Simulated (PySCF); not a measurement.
## C₅H₅N: calculation and literature

Mapped SMILES: `[cH:1]1[cH:2][cH:3][n:4][cH:5][cH:6]1` (H(Xn): hydrogen on atom n).

- GFN2-xTB geometry
- shielding tensors at PBE0/pcSseg-1 (GIAO)
- program: PySCF 2.14
- relativity neglected, one conformer, gas phase, rapidly exchanging positions averaged

Reference values: measured (solution, CDCl3, 298 K; Fulmer et al., Organometallics 2010, 29, 2176).
```tsv
atoms	quantity	reference	computed	computed, scaled
C3/C5	δ $^{13}$C	149.9	156.1	150.4
C1	δ $^{13}$C	136.0	141.4	136.1
C2/C6	δ $^{13}$C	123.8	128.5	123.5
H(C3)/H(C5)	δ $^{1}$H	8.62	9.00	8.59
H(C1)	δ $^{1}$H	7.68	7.93	7.58
H(C2)/H(C6)	δ $^{1}$H	7.29	7.42	7.10
```

Reference values: measured (solution, DMSO-d6, 298 K; Fulmer et al., Organometallics 2010, 29, 2176).
| atoms | quantity | reference | computed | computed, scaled |
| --- | --- | --- | --- | --- |
| C3/C5 | δ $^{13}$C | 149.6 | 156.1 | 150.4 |
| C1 | δ $^{13}$C | 136.1 | 141.4 | 136.1 |
| C2/C6 | δ $^{13}$C | 123.8 | 128.5 | 123.5 |
| H(C3)/H(C5) | δ $^{1}$H | 8.58 | 9.00 | 8.59 |
| H(C1) | δ $^{1}$H | 7.79 | 7.93 | 7.58 |
| H(C2)/H(C6) | δ $^{1}$H | 7.39 | 7.42 | 7.10 |

Computed shifts are σ(ref) − σ with the named reference compound (TMS for H and C) calculated as an isolated molecule at the same level. The measured values may be among those fitted. Expected solution values come from regression of measured δ (H and C: mostly CDCl3, vs TMS) on computed σ: $^{1}$H (scatter 0.16 ppm rms, 0.17 ppm with the 2 outliers that the fit left out); $^{13}$C (scatter 2.1 ppm rms, 2.3 ppm with the 2 outliers that the fit left out). A few per cent of atoms miss by over 2 rms, more outside the fitted compound classes.

Q: How far are the unscaled $^{13}$C shifts from the references?

A: Mean signed difference +5.47 ppm, mean absolute 5.47 ppm over 6 comparisons; the largest is +6.5 ppm at C3/C5 (aromatic CH next to a ring nitrogen).

Q: How far are the unscaled $^{1}$H shifts from the references?

A: Mean signed difference +0.23 ppm, mean absolute 0.23 ppm over 6 comparisons; the largest is +0.42 ppm at H(C3)/H(C5) (hydrogen on an aromatic CH next to a ring nitrogen).

12 of the 81 published NMR values on file for this molecule are compared. The rest: values from further sources, protons in aromatic solvents, values whose atom or origin is in doubt.
